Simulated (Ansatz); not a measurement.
# LiF: response to strain

LiF is deformed so: zz strain of +2 %. What stress and forces result, by LAPW, PAW and all-electron datasets made for the crystal?

Computed with Ansatz 0.2.0 (DFT LDA, scalar-relativistic, unless a step's input says otherwise).

### 1 The system as given

The structure is cubic, space group Fm-3m (No. 225). The conventional cell has a = 4.028 Å, b = 4.028 Å, c = 4.028 Å, α = 90.00°, β = 90.00°, γ = 90.00°. Li (site symmetry m-3m) is surrounded by 6 F at 2.01 Å. F (site symmetry m-3m) has 6 Li at 2.01 Å as nearest neighbours.

As a file:

```cif
data_structure
_symmetry_space_group_name_H-M 'Fm-3m'
_symmetry_Int_Tables_number 225
_cell_length_a 4.0280
_cell_length_b 4.0280
_cell_length_c 4.0280
_cell_angle_alpha 90.000
_cell_angle_beta 90.000
_cell_angle_gamma 90.000
_cell_volume 65.35
loop_
_atom_site_label
_atom_site_type_symbol
_atom_site_symmetry_multiplicity
_atom_site_Wyckoff_symbol
_atom_site_fract_x
_atom_site_fract_y
_atom_site_fract_z
_atom_site_occupancy
Li1 Li 4 a 0.00000 0.00000 0.00000 1
F1 F 4 b 0.50000 0.00000 0.00000 1
```

The file gives the conventional cell by its symmetry; the runs use the cell typed in the input.

Atoms are numbered in the order of the input: Li1, F2.

### 2 The deformed structure

Space group Fm-3m before, I4/mmm after.

### 3 All-electron LAPW

input.yaml reads:

```yaml
crystal:
  lattice:
    - [0.0, 2.014, 2.05428]
    - [2.014, 0.0, 2.05428]
    - [2.014, 2.014, 0.0]
  atoms:
    - { symbol: Li, position: [0.0, 0.0, 0.0] }
    - { symbol: F, position: [0.5, 0.5, 0.5] }
kpoints:
  mp_grid: { grid: [10, 10, 10] }
  band_path:
    path:
      - [0.0, 0.0, 0.0]
      - [0.0, 0.5, 0.5]
      - [0.25, 0.75, 0.5]
      - [0.0, 0.5, 0.0]
      - [0.0, 0.0, 0.0]
      - [0.5, 0.5, 0.0]
      - [0.3701460977, 0.6298539023, 0.0]
      - [-0.3701460977, 0.3701460977, 0.0]
      - [0.0, 0.0, 0.0]
    npoints: 5
scf:
  occupations: { method: fermi_dirac, width: 0.03 }
hamiltonian:
  xc: lda
  pseudopotentials: { kind: all_electron, lapw: { basis_error: 0.001 } }
output:
  forces: true
  stress: true
  eigenvalues: true
```

Run with:

```sh
ansatz run input.yaml --threads 1 --pin off --max-ram 3072MiB --backend cpu --events-out ev --progress --plain --runs-dir out
```

### 4 PAW with frozen cores

input.yaml reads:

```yaml
crystal:
  lattice:
    - [0.0, 2.014, 2.05428]
    - [2.014, 0.0, 2.05428]
    - [2.014, 2.014, 0.0]
  atoms:
    - { symbol: Li, position: [0.0, 0.0, 0.0] }
    - { symbol: F, position: [0.5, 0.5, 0.5] }
kpoints:
  mp_grid: { grid: [10, 10, 10] }
scf:
  occupations: { method: fermi_dirac, width: 0.03 }
hamiltonian:
  xc: lda
  pseudopotentials: { kind: paw }
output:
  forces: true
  stress: true
  eigenvalues: true
  efg: { contact_densities: true }
```

### 5 All-electron PAW on datasets made for the crystal

Changes to input.yaml since step 4:

```diff
@@ -14,3 +14,3 @@
   xc: lda
-  pseudopotentials: { kind: paw }
+  pseudopotentials: { kind: all_electron, datasets: crystal }
 output:
```

(Steps that only read results are left out.)

Q: Predict the outcome of this session. Wanted: pressure; largest shear or deviatoric stress.

As calculated:

| quantity | value |
| --- | --- |
| pressure | LAPW -7.43, PAW -7.51, crystal datasets -7.44 GPa |
| largest shear or deviatoric stress (LAPW) | 0.64 GPa |

In words: The largest part of the stress beyond the pressure is 0.64 GPa in size, in the zz component; the atoms are carried along and not relaxed. No run of the undeformed cell stands beside it, so the pressure holds what the given cell had before the change. PAW: stress within 0.08 GPa of LAPW. Crystal datasets: stress within 0.01 GPa of LAPW.
